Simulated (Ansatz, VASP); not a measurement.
# Hf in VASP and in Ansatz

Contents of INCAR:

```
  PREC = Accurate
  ENCUT = 520
  EDIFF = 1E-6
  ISMEAR = -1
  SIGMA = 0.1
  LREAL = False
  LASPH = True
  NELM = 100
  ALGO = Normal
  ISIF = 2
  LWAVE = False
  LCHARG = False
  NBANDS = 17
```

File KPOINTS:

```
regular mesh
0
Gamma
  16 16 9
```

Contents of POSCAR:

```
Hf
1.0
    3.1173710866      0.0000000000      0.0000000000
   -1.5586855433      2.6997225540      0.0000000000
    0.0000000000      0.0000000000      4.9495808334
Hf
2
Direct
    0.3333333333      0.6666666667      0.2500000000
    0.6666666667      0.3333333333      0.7500000000
```

Input for Ansatz:

```yaml
crystal:
  lattice:
    - [3.1173710866, 0.0, 0.0]
    - [-1.5586855433, 2.699722554, 0.0]
    - [0.0, 0.0, 4.9495808334]
  atoms:
    - { symbol: Hf, position: [0.3333333333, 0.6666666667, 0.25] }
    - { symbol: Hf, position: [0.6666666667, 0.3333333333, 0.75] }
kpoints:
  mp_grid: { grid: [16, 16, 9] }
  band_path:
    path:
      - [0.0, 0.0, 0.0]
      - [0.5, 0.0, 0.0]
      - [0.3333333333, 0.3333333333, 0.0]
      - [0.0, 0.0, 0.0]
      - [0.0, 0.0, 0.5]
      - [0.5, 0.0, 0.5]
      - [0.3333333333, 0.3333333333, 0.5]
      - [0.0, 0.0, 0.5]
      - [0.5, 0.0, 0.5]
    npoints: 8
scf:
  occupations: { method: fermi_dirac, width: 0.1 }
hamiltonian:
  xc: lda
  pseudopotentials: { kind: paw }
output:
  forces: true
  stress: true
  eigenvalues: true
  populations: true
  dos: { projected: true, de: 0.2, e_range: [-14, 8] }
  write_density: true
  write_potential: true
  elf: true
  volumetric_format: npy
```

Change from the starting cell: volume scaled by 1, PAW files.

Alike in both runs: task single point; functional LDA; k mesh 16 × 16 × 9; occupations fermi-dirac, width 0.1 eV; no spin polarisation.

```csv
,VASP,Ansatz
version,VASP 6.6.1,Ansatz 0.2.0
potentials or method,"VASP PAW LDA potentials, release 64 (Hf_pv)","PAW with Ansatz's default frozen-core files, scalar-relativistic"
plane-wave cutoff (eV),520,420
valence electrons in the cell,20,52
```

```csv
,VASP,Ansatz,Ansatz less VASP
pressure (GPa),0.1,0.0,-0.08
```

The two sets of potentials don't hold the same shells in valence.

The runs have no spin-orbit coupling, so splittings on Hf are missing.
